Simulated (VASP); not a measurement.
**SrTiO3 (Tausonite): relaxation of cell and atoms with PBEsol**

SrTiO3 (Tausonite):

```
Sr Ti O
1.0
     3.90528    0.00000    0.00000
     0.00000    3.90528    0.00000
     0.00000    0.00000    3.90528
Sr Ti O
1 1 3
Direct
  0.50000 0.50000 0.50000
  0.00000 0.00000 0.00000
  0.50000 0.00000 0.00000
  0.00000 0.50000 0.00000
  0.00000 0.00000 0.50000
```

```
Program                : VASP 6.6.1
Task                   : relaxation of cell and atoms
Functional             : PBEsol
Potentials or basis    : VASP PAW PBE potentials, release 64 (Sr_sv, Ti_sv, O)
Cutoff                 : 600 eV
k mesh                 : 8 × 8 × 8
Occupations            : gaussian, width 0.03 eV
Spin                   : no spin polarisation
Further INCAR settings : ALGO = Normal; EDIFF = 1e-06; IBRION = 2; EDIFFG = -0.01; NSW = 90; ISIF = 3
```

```yaml
Relaxed_volume: 11.82 Å³/atom
Relaxed_cell: a = 3.895 Å, b = 3.895 Å, c = 3.895 Å, α = 90.00°, β = 90.00°, γ = 90.00°
Space_group_after_relaxing_to_0.05_Å: Pm-3m (No. 221)
Energy_gained_by_relaxing: 0.5 meV/atom
Ionic_steps: 3
Pressure_after_relaxing: 0.0 GPa
Band_gap_on_the_k_mesh: 1.82 eV, indirect (least direct gap 2.17 eV)
```

The path:
| step | energy change (eV) | largest force (eV/Å) | pressure (GPa) | volume (Å³) |
| --- | --- | --- | --- | --- |
| 1 | 0.0000 | 0.0000 | -1.52 | 59.56 |
| 2 | 0.0001 | 0.0000 | 1.55 | 58.59 |
| 3 | -0.0023 | 0.0000 | -0.01 | 59.08 |

Final structure:
```yaml
crystal:
  lattice:
    - [3.89475, 0.00000, 0.00000]
    - [0.00000, 3.89475, 0.00000]
    - [0.00000, 0.00000, 3.89475]
  atoms:
    - { symbol: Sr, position: [0.50000, 0.50000, 0.50000] }
    - { symbol: Ti, position: [0.00000, 0.00000, 0.00000] }
    - { symbol: O, position: [0.50000, 0.00000, 0.00000] }
    - { symbol: O, position: [0.00000, 0.50000, 0.00000] }
    - { symbol: O, position: [0.00000, 0.00000, 0.50000] }
```

Levels at points of the mesh, in eV from the valence-band top:
| k point | band 18 | band 19 | band 20 | band 21 | band 22 | band 23 |
| --- | --- | --- | --- | --- | --- | --- |
| (0.00, 0.00, 0.00) | -0.35 | -0.35 | -0.35 | 1.82 | 1.82 | 1.82 |
| (0.50, 0.00, 0.00) | -2.06 | -0.74 | -0.74 | 2.00 | 3.82 | 3.82 |
| (0.50, 0.50, 0.00) | -1.60 | -1.60 | -0.10 | 3.83 | 3.83 | 4.28 |
| (0.50, 0.50, 0.50) | 0.00 | 0.00 | 0.00 | 4.52 | 4.52 | 4.52 |

Run time: 47 s on 1 thread of Intel(R) Xeon(R) 6975P-C (Granite Rapids), with other jobs on the host, peak memory 0.23 GiB.

Caveat: the PAW data sets were made with another functional, which shifts forces and pressure a little. A k mesh can miss the band edges.
